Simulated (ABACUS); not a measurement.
A run of ABACUS 3.10.1:

The input run_abacus.py:

```python
"""ABACUS run from a structure file: ASE reads it, the script writes STRU, KPT and INPUT."""
import re
import subprocess
import spglib
from ase import Atoms
from ase.io import read
from ase.units import Bohr

atoms = read("TePb.cif")
cell, frac, numbers = spglib.standardize_cell((atoms.cell[:], atoms.get_scaled_positions(), atoms.numbers), to_primitive=True, symprec=1e-4)
atoms = Atoms(numbers=numbers, cell=cell, scaled_positions=frac, pbc=True)  # the primitive cell
atoms = atoms[(-atoms.numbers).argsort(kind="stable")]  # ABACUS lists atoms element by element
pseudo = {'Pb': 'Pb_ONCV_PBE-1.2.upf', 'Te': 'Te_ONCV_PBE-1.2.upf'}
orbital = {}
magmoms = None
kmesh = [4, 4, 4]
params = {
    'suffix': 'TePb',
    'calculation': 'cell-relax',
    'basis_type': 'pw',
    'pseudo_dir': './',
    'symmetry': 1,
    'dft_functional': 'MGGA_X_TPSS+MGGA_C_TPSS',
    'ecutwfc': 96,
    'pseudo_rcut': 10,
    'nspin': 1,
    'nbands': 19,
    'ks_solver': 'dav',
    'smearing_method': 'fd',
    'smearing_sigma': 0.00367493,
    'scf_thr': 1e-08,
    'scf_nmax': 100,
    'mixing_type': 'broyden',
    'mixing_beta': 0.7,
    'cal_force': 1,
    'cal_stress': 1,
    'mixing_tau': 1,
    'relax_nmax': 60,
    'force_thr_ev': 0.01,
    'relax_method': 'cg',
    'out_stru': 1,
    'stress_thr': 0.5,
    'kpar': 4,
}

symbols = atoms.get_chemical_symbols()
elements = list(dict.fromkeys(symbols))
lines = ["ATOMIC_SPECIES"] + [f"{e} {atoms.get_masses()[symbols.index(e)]:.4f} {pseudo[e]}" for e in elements]
if orbital:
    lines += ["", "NUMERICAL_ORBITAL"] + [orbital[e] for e in elements]
lines += ["", "LATTICE_CONSTANT", f"{1 / Bohr:.10f}", "", "LATTICE_VECTORS"]
lines += [" ".join(f"{x:.10f}" for x in v) for v in atoms.cell]
lines += ["", "ATOMIC_POSITIONS", "Direct"]
for e in elements:
    lines += ["", e, "0.0", str(symbols.count(e))]
    for i, p in enumerate(atoms.get_scaled_positions(wrap=False)):
        if symbols[i] == e:
            mag = "" if magmoms is None else " mag " + " ".join(str(x) for x in (magmoms[i] if isinstance(magmoms[i], list) else [magmoms[i]]))
            lines.append(" ".join(f"{x:.10f}" for x in p) + " 1 1 1" + mag)
open("STRU", "w").write("\n".join(lines) + "\n")
open("KPT", "w").write("K_POINTS\n0\nGamma\n%d %d %d 0 0 0\n" % tuple(kmesh))
open("INPUT", "w").write("INPUT_PARAMETERS\n" + "".join(f"{k:<20s}{v}\n" for k, v in params.items()))

done = subprocess.run(['mpirun', '-np', '4', 'abacus'])
if done.returncode:
    raise SystemExit(done.returncode)
log = open("OUT.TePb/running_cell-relax.log").read()
print("final energy (eV):", re.findall(r"FINAL_ETOT_IS (\S+)", log))
```

TePb.cif

```cif
data_TePb
_cell_length_a 6.46200000
_cell_length_b 6.46200000
_cell_length_c 6.46200000
_cell_angle_alpha 90.00000000
_cell_angle_beta 90.00000000
_cell_angle_gamma 90.00000000
_space_group_name_H-M_alt 'Fm-3m'
_space_group_name_Hall '-F 4 2 3'
_space_group_IT_number 225
loop_
_space_group_symop_operation_xyz
'x,y,z'
'-x,-y,-z'
'-y,x,z'
'y,-x,-z'
'-x,-y,z'
'x,y,-z'
'y,-x,z'
'-y,x,-z'
'x,-y,-z'
'-x,y,z'
'-y,-x,-z'
'y,x,z'
'-x,y,-z'
'x,-y,z'
'y,x,-z'
'-y,-x,z'
'z,x,y'
'-z,-x,-y'
'z,-y,x'
'-z,y,-x'
'z,-x,-y'
'-z,x,y'
'z,y,-x'
'-z,-y,x'
'-z,x,-y'
'z,-x,y'
'-z,-y,-x'
'z,y,x'
'-z,-x,y'
'z,x,-y'
'-z,y,x'
'z,-y,-x'
'y,z,x'
'-y,-z,-x'
'x,z,-y'
'-x,-z,y'
'-y,z,-x'
'y,-z,x'
'-x,z,y'
'x,-z,-y'
'-y,-z,x'
'y,z,-x'
'-x,-z,-y'
'x,z,y'
'y,-z,-x'
'-y,z,x'
'x,-z,y'
'-x,z,-y'
'x,y+1/2,z+1/2'
'-x,-y+1/2,-z+1/2'
'-y,x+1/2,z+1/2'
'y,-x+1/2,-z+1/2'
'-x,-y+1/2,z+1/2'
'x,y+1/2,-z+1/2'
'y,-x+1/2,z+1/2'
'-y,x+1/2,-z+1/2'
'x,-y+1/2,-z+1/2'
'-x,y+1/2,z+1/2'
'-y,-x+1/2,-z+1/2'
[... 41 lines left out ...]
'-x+1/2,-y,z+1/2'
'x+1/2,y,-z+1/2'
'y+1/2,-x,z+1/2'
'-y+1/2,x,-z+1/2'
'x+1/2,-y,-z+1/2'
'-x+1/2,y,z+1/2'
'-y+1/2,-x,-z+1/2'
'y+1/2,x,z+1/2'
'-x+1/2,y,-z+1/2'
'x+1/2,-y,z+1/2'
'y+1/2,x,-z+1/2'
'-y+1/2,-x,z+1/2'
'z+1/2,x,y+1/2'
'-z+1/2,-x,-y+1/2'
'z+1/2,-y,x+1/2'
'-z+1/2,y,-x+1/2'
'z+1/2,-x,-y+1/2'
'-z+1/2,x,y+1/2'
'z+1/2,y,-x+1/2'
'-z+1/2,-y,x+1/2'
'-z+1/2,x,-y+1/2'
'z+1/2,-x,y+1/2'
'-z+1/2,-y,-x+1/2'
'z+1/2,y,x+1/2'
'-z+1/2,-x,y+1/2'
'z+1/2,x,-y+1/2'
'-z+1/2,y,x+1/2'
'z+1/2,-y,-x+1/2'
'y+1/2,z,x+1/2'
'-y+1/2,-z,-x+1/2'
'x+1/2,z,-y+1/2'
'-x+1/2,-z,y+1/2'
'-y+1/2,z,-x+1/2'
'y+1/2,-z,x+1/2'
'-x+1/2,z,y+1/2'
'x+1/2,-z,-y+1/2'
'-y+1/2,-z,x+1/2'
'y+1/2,z,-x+1/2'
'-x+1/2,-z,-y+1/2'
'x+1/2,z,y+1/2'
'y+1/2,-z,-x+1/2'
'-y+1/2,z,x+1/2'
'x+1/2,-z,y+1/2'
'-x+1/2,z,-y+1/2'
'x+1/2,y+1/2,z'
'-x+1/2,-y+1/2,-z'
'-y+1/2,x+1/2,z'
'y+1/2,-x+1/2,-z'
'-x+1/2,-y+1/2,z'
'x+1/2,y+1/2,-z'
'y+1/2,-x+1/2,z'
'-y+1/2,x+1/2,-z'
'x+1/2,-y+1/2,-z'
'-x+1/2,y+1/2,z'
'-y+1/2,-x+1/2,-z'
'y+1/2,x+1/2,z'
'-x+1/2,y+1/2,-z'
'x+1/2,-y+1/2,z'
'y+1/2,x+1/2,-z'
'-y+1/2,-x+1/2,z'
'z+1/2,x+1/2,y'
'-z+1/2,-x+1/2,-y'
'z+1/2,-y+1/2,x'
'-z+1/2,y+1/2,-x'
'z+1/2,-x+1/2,-y'
'-z+1/2,x+1/2,y'
'z+1/2,y+1/2,-x'
'-z+1/2,-y+1/2,x'
'-z+1/2,x+1/2,-y'
'z+1/2,-x+1/2,y'
'-z+1/2,-y+1/2,-x'
'z+1/2,y+1/2,x'
'-z+1/2,-x+1/2,y'
'z+1/2,x+1/2,-y'
'-z+1/2,y+1/2,x'
'z+1/2,-y+1/2,-x'
'y+1/2,z+1/2,x'
'-y+1/2,-z+1/2,-x'
'x+1/2,z+1/2,-y'
'-x+1/2,-z+1/2,y'
'-y+1/2,z+1/2,-x'
'y+1/2,-z+1/2,x'
'-x+1/2,z+1/2,y'
'x+1/2,-z+1/2,-y'
'-y+1/2,-z+1/2,x'
'y+1/2,z+1/2,-x'
'-x+1/2,-z+1/2,-y'
'x+1/2,z+1/2,y'
'y+1/2,-z+1/2,-x'
'-y+1/2,z+1/2,x'
'x+1/2,-z+1/2,y'
'-x+1/2,z+1/2,-y'
loop_
_atom_site_label
_atom_site_type_symbol
_atom_site_symmetry_multiplicity
_atom_site_Wyckoff_symbol
_atom_site_fract_x
_atom_site_fract_y
_atom_site_fract_z
_atom_site_occupancy
Pb1 Pb 4 a 0.0000000000 0.0000000000 0.0000000000 1
Te1 Te 4 b 0.5000000000 0.0000000000 0.0000000000 1
```

Potentials or basis: SG15 ONCV 1.2 PBE, plane waves.

The run is started by

```sh
$ OMP_NUM_THREADS=1 python run_abacus.py > log
```

Hardware: 4 MPI ranks on Intel(R) Xeon(R) Platinum 8259CL CPU @ 2.50GHz (Skylake/Cascade Lake) (shared host).

Q: How long does it take, and how much memory?

A: It took 73 s on 4 MPI ranks on Intel(R) Xeon(R) Platinum 8259CL CPU @ 2.50GHz (Skylake/Cascade Lake), on a shared host, peak memory 0.64 GiB a rank. Counts: scf iterations 18, k points 8, bands 19, ion steps 3, ranks 4.
